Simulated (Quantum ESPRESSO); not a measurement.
# In (I4/mmm) in Quantum ESPRESSO: convergence with smearing width

Aim: find how far smearing width must go before the results for In settle, at LDA. This setting moves, with any that are tied to it; all else stays.

Everything below comes from runs of Quantum ESPRESSO 7.5. Logs are shortened: lines on timing, memory, paths and dates and some standing lists are left out, and cuts for length are marked.

## (1) Starting point

The structure is tetragonal, space group I4/mmm (No. 139). The conventional cell has a = 3.251 Å, b = 3.251 Å, c = 4.947 Å, α = 90.00°, β = 90.00°, γ = 90.00°. In (site symmetry 4/mmm) is surrounded by 12 In at 3.25 to 3.38 Å.

## (2) With smearing width 0.5 eV

pw.in reads:

```
&CONTROL
  calculation = 'scf'
  prefix = 'pwscf'
  outdir = './tmp'
  pseudo_dir = './pseudo'
  tprnfor = .true.
  tstress = .true.
  disk_io = 'nowf'
/
&SYSTEM
  ibrav = 0
  nat = 1
  ntyp = 1
  ecutwfc = 45
  ecutrho = 270
  nbnd = 12
  occupations = 'smearing'
  smearing = 'fd'
  degauss = 0.03674932
/
&ELECTRONS
  conv_thr = 2d-10
  electron_maxstep = 120
  mixing_beta = 0.5
/
ATOMIC_SPECIES
In   114.8180 In.LDA_PW-JTH.UPF
CELL_PARAMETERS angstrom
  -1.6254700000    1.6254700000    2.4737000000
   1.6254700000   -1.6254700000    2.4737000000
   1.6254700000    1.6254700000   -2.4737000000
ATOMIC_POSITIONS crystal
In     0.0000000000    0.0000000000    0.0000000000
K_POINTS automatic
11 11 11 0 0 0
```

Potentials or basis: JTH 2.0 LDA.

The run is started by

```
> OMP_NUM_THREADS=1 pw.x -in pw.in > pw.out
```

Run time: 19 s. Hardware: 1 thread of Arm Neoverse V2, shared host; peak memory 0.09 GiB.

What came out:

- Free energy: -5447.0442 eV
- Pressure: -1.5 GPa
- Band gap on the k mesh: none (metal or under the smearing width)

## (3) With smearing width 0.3 eV

pw.in: that of step 2 with these lines changed.

```diff
@@ -18,3 +18,3 @@
   smearing = 'fd'
-  degauss = 0.03674932
+  degauss = 0.02204959
 /
```

Potentials or basis: JTH 2.0 LDA.

The run is started by

```
> OMP_NUM_THREADS=1 pw.x -in pw.in > pw.out
```

Wall time 19 s (1 thread of Arm Neoverse V2, shared host); peak memory 0.09 GiB.

What came out:

- Free energy: -5446.9206 eV
- Pressure: -2.1 GPa
- Band gap on the k mesh: none (metal or under the smearing width)

## (4) With smearing width 0.2 eV

pw.in: that of step 3 with these lines changed.

```diff
@@ -18,3 +18,3 @@
   smearing = 'fd'
-  degauss = 0.02204959
+  degauss = 0.01469973
 /
```

The run is started by

```
> OMP_NUM_THREADS=1 pw.x -in pw.in > pw.out
```

Run time: 19 s. Hardware: 1 thread of Arm Neoverse V2, shared host; peak memory 0.09 GiB.

What came out:

```
Free energy            : -5446.8817 eV
Pressure               : -2.3 GPa
Band gap on the k mesh : none (metal or under the smearing width)
```

## (5) With smearing width 0.136 eV

pw.in: that of step 4 with these lines changed.

```diff
@@ -18,3 +18,3 @@
   smearing = 'fd'
-  degauss = 0.01469973
+  degauss = 0.00999582
 /
```

The run is started by

```
> OMP_NUM_THREADS=1 pw.x -in pw.in > pw.out
```

Run time: 19 s. Hardware: 1 thread of Arm Neoverse V2, shared host; peak memory 0.09 GiB.

What came out:

```
Free energy            : -5446.8647 eV
Pressure               : -2.4 GPa
Band gap on the k mesh : none (metal or under the smearing width)
```

## (6) With smearing width 0.1 eV

pw.in: that of step 5 with these lines changed.

```diff
@@ -18,3 +18,3 @@
   smearing = 'fd'
-  degauss = 0.00999582
+  degauss = 0.00734986
 /
```

Potentials or basis: JTH 2.0 LDA.

The run is started by

```
> OMP_NUM_THREADS=1 pw.x -in pw.in > pw.out
```

Run time: 17 s. Hardware: 1 thread of Arm Neoverse V2, shared host; peak memory 0.09 GiB.

Results (log left out):

| Property | Result |
| --- | --- |
| Free energy | -5446.8580 eV |
| Pressure | -2.5 GPa |
| Band gap on the k mesh | none (metal or under the smearing width) |

## (7) With smearing width 0.05 eV

pw.in: that of step 6 with these lines changed.

```diff
@@ -18,3 +18,3 @@
   smearing = 'fd'
-  degauss = 0.00734986
+  degauss = 0.00367493
 /
```

The run is started by

```
> OMP_NUM_THREADS=1 pw.x -in pw.in > pw.out
```

Wall time 19 s (1 thread of Arm Neoverse V2, shared host); peak memory 0.09 GiB.

The run converged. Its results:

- Free energy: -5446.8521 eV
- Pressure: -2.5 GPa
- Band gap on the k mesh: none (metal or under the smearing width)

## (8) With smearing width 0.025 eV

pw.in: that of step 7 with these lines changed.

```diff
@@ -18,3 +18,3 @@
   smearing = 'fd'
-  degauss = 0.00367493
+  degauss = 0.00183747
 /
```

The run is started by

```
> OMP_NUM_THREADS=1 pw.x -in pw.in > pw.out
```

Wall time 17 s (1 thread of Arm Neoverse V2, shared host); peak memory 0.09 GiB.

It converged, with:

* Free energy: -5446.8506 eV
* Pressure: -2.5 GPa
* Band gap on the k mesh: none (metal or under the smearing width)

## (9) With smearing width 0.01 eV

pw.in: that of step 8 with these lines changed.

```diff
@@ -18,3 +18,3 @@
   smearing = 'fd'
-  degauss = 0.00183747
+  degauss = 0.00073499
 /
```

Potentials or basis: JTH 2.0 LDA.

The run is started by

```
> OMP_NUM_THREADS=1 pw.x -in pw.in > pw.out
```

pw.out:

```text
This program is part of the open-source Quantum ESPRESSO suite
     for quantum simulation of materials; please cite
         "P. Giannozzi et al., J. Phys.:Condens. Matter 21 395502 (2009);
         "P. Giannozzi et al., J. Phys.:Condens. Matter 29 465901 (2017);
         "P. Giannozzi et al., J. Chem. Phys. 152 154105 (2020);
     in publications or presentations arising from this work. More details at

     file In.LDA_PW-JTH.UPF: wavefunction(s)  0S 5P 0P 4D 0D renormalized
     Message from routine setup:
     using ibrav=0 with symmetry is DISCOURAGED, use correct ibrav instead

     G-vector sticks info
     --------------------
     sticks:   dense  smooth     PW     G-vecs:    dense   smooth      PW
     Sum         875     585    193                13261     7199    1395

     Using Slab Decomposition

     bravais-lattice index     =            0
     lattice parameter (alat)  =       6.3814  a.u.
     unit-cell volume          =     176.4256 (a.u.)^3
     number of atoms/cell      =            1
     number of atomic types    =            1
     number of electrons       =        13.00
     number of Kohn-Sham states=           12
     kinetic-energy cutoff     =      45.0000  Ry
     charge density cutoff     =     270.0000  Ry
     scf convergence threshold =      2.0E-10
     mixing beta               =       0.5000
     number of iterations used =            8  plain     mixing
     Exchange-correlation= SLA PW NOGX NOGC
                           (   1   4   0   0   0   0   0)

     celldm(1)=   6.381428  celldm(2)=   0.000000  celldm(3)=   0.000000
     celldm(4)=   0.000000  celldm(5)=   0.000000  celldm(6)=   0.000000

     crystal axes: (cart. coord. in units of alat)
               a(1) = (  -0.481349   0.481349   0.732534 )
               a(2) = (   0.481349  -0.481349   0.732534 )
               a(3) = (   0.481349   0.481349  -0.732534 )

     reciprocal axes: (cart. coord. in units 2 pi/alat)
               b(1) = (  0.000000  1.038748  0.682562 )
               b(2) = (  1.038748  0.000000  0.682562 )
               b(3) = (  1.038748  1.038748  0.000000 )

     PseudoPot. # 1 for In read from file:
     In.LDA_PW-JTH.UPF
     Pseudo is Projector augmented-wave + core cor, Zval = 13.0
     Generated using ATOMPAW code
     Shape of augmentation charge: BESSEL
     Using radial grid of 1088 points,  6 beta functions with:
                l(1) =   0
                l(2) =   0
                l(3) =   1
                l(4) =   1
                l(5) =   2
                l(6) =   2
     Q(r) pseudized with 0 coefficients

     atomic species   valence    mass     pseudopotential
     In               13.00   114.81800     In( 1.00)

     16 Sym. Ops., with inversion, found

   Cartesian axes

     site n.     atom                  positions (alat units)
         1        In     tau(   1) = (   0.0000000   0.0000000   0.0000000  )

     number of k points=   126  Fermi-Dirac smearing, width (Ry)=  0.0007

     Number of k-points >= 100: set verbosity='high' to print them.

     Dense  grid:    13261 G-vectors     FFT dimensions: (  36,  36,  36)

     Smooth grid:     7199 G-vectors     FFT dimensions: (  27,  27,  27)

     Check: negative core charge=   -0.000004

     Initial potential from superposition of free atoms

     starting charge      12.9972, renormalised to      13.0000
     Starting wfcs are   18 randomized atomic wfcs

     Self-consistent Calculation

     iteration #  1     ecut=    45.00 Ry     beta= 0.50
     Davidson diagonalization with overlap
     ethr =  1.00E-02,  avg # of iterations =  5.6

     Threshold (ethr) on eigenvalues was too large:
     Diagonalizing with lowered threshold

     Davidson diagonalization with overlap
     ethr =  5.91E-05,  avg # of iterations =  3.5

     total energy              =    -400.33476645 Ry
     estimated scf accuracy    <       0.00757694 Ry

     iteration #  2     ecut=    45.00 Ry     beta= 0.50
     Davidson diagonalization with overlap
     ethr =  5.83E-05,  avg # of iterations =  2.1

     total energy              =    -400.33608861 Ry
     estimated scf accuracy    <       0.00052190 Ry

     iteration #  3     ecut=    45.00 Ry     beta= 0.50
     Davidson diagonalization with overlap
     ethr =  4.01E-06,  avg # of iterations =  2.6

     total energy              =    -400.33609448 Ry
     estimated scf accuracy    <       0.00010326 Ry

     iteration #  4     ecut=    45.00 Ry     beta= 0.50
     Davidson diagonalization with overlap
     c_bands:  1 eigenvalues not converged
     ethr =  7.94E-07,  avg # of iterations =  1.4

     total energy              =    -400.33609851 Ry
     estimated scf accuracy    <       0.00000080 Ry

     iteration #  5     ecut=    45.00 Ry     beta= 0.50
     Davidson diagonalization with overlap
     ethr =  6.15E-09,  avg # of iterations =  2.6

     total energy              =    -400.33609903 Ry
     estimated scf accuracy    <       0.00000021 Ry

     iteration #  6     ecut=    45.00 Ry     beta= 0.50
     Davidson diagonalization with overlap
     ethr =  1.62E-09,  avg # of iterations =  1.2

     total energy              =    -400.33609907 Ry
     estimated scf accuracy    <          2.5E-09 Ry

     iteration #  7     ecut=    45.00 Ry     beta= 0.50
     Davidson diagonalization with overlap
     ethr =  1.91E-11,  avg # of iterations =  3.6

     End of self-consistent calculation

     Number of k-points >= 100: set verbosity='high' to print the bands.

     the Fermi energy is     9.5059 ev

!    total energy              =    -400.33609907 Ry
     total all-electron energy =      -400.336099 Ry
     estimated scf accuracy    <          1.5E-10 Ry
     smearing contrib. (-TS)   =      -0.00001375 Ry
     internal energy E=F+TS    =    -400.33608533 Ry

     The total energy is F=E-TS. E is the sum of the following terms:
     one-electron contribution =     -33.89184524 Ry
     hartree contribution      =      37.81857301 Ry
     xc contribution           =     -27.11960767 Ry
     ewald contribution        =     -87.01998026 Ry
     one-center paw contrib.   =    -290.12322517 Ry

     convergence has been achieved in   7 iterations

     Forces acting on atoms (cartesian axes, Ry/au):

     atom    1 type  1   force =     0.00000000    0.00000000    0.00000000

     Total force =     0.000000     Total SCF correction =     0.000000

     Computing stress (Cartesian axis) and pressure

          total   stress  (Ry/bohr**3)                   (kbar)     P=      -25.53
  -0.00016551   0.00000000   0.00000000          -24.35        0.00        0.00
   0.00000000  -0.00016551   0.00000000            0.00      -24.35        0.00
   0.00000000   0.00000000  -0.00018967            0.00        0.00      -27.90

=------------------------------------------------------------------------------=
   JOB DONE.
=------------------------------------------------------------------------------=
```

It took 17 s on 1 thread of Arm Neoverse V2, shared host; peak memory 0.09 GiB.

Results:

| Property | Result |
| --- | --- |
| Free energy | -5446.8501 eV |
| Pressure | -2.6 GPa |
| Band gap on the k mesh | none (metal or under the smearing width) |

## (10) Result

| smearing width | energy less the tightest run, at zero smearing (meV/atom) | pressure (GPa) | SCF cycles | CPU time (s) | peak memory (GiB) |
| --- | --- | --- | --- | --- | --- |
| 0.5 eV | -1.61 | -1.51 | 8 | 19 | 0.09 |
| 0.3 eV | -0.75 | -2.14 | 8 | 19 | 0.09 |
| 0.2 eV | -0.31 | -2.34 | 8 | 19 | 0.09 |
| 0.136 eV | -0.13 | -2.42 | 8 | 19 | 0.09 |
| 0.1 eV | -0.10 | -2.46 | 7 | 17 | 0.09 |
| 0.05 eV | -0.06 | -2.48 | 8 | 18 | 0.09 |
| 0.025 eV | -0.02 | -2.52 | 7 | 17 | 0.09 |
| 0.01 eV | 0.00 | -2.55 | 7 | 17 | 0.09 |

Against the tightest run, the energy stays within 1 meV/atom from 0.3 eV on; the pressure stays within 0.1 GPa from 0.1 eV on. Narrower smearing needs a denser k mesh, so at a fixed mesh the narrowest width isn't the most accurate. The tightest run that finished is the yardstick and may itself not be fully converged.

Caveats: the cutoff is low for these files, which shifts pressure and relaxed volume.
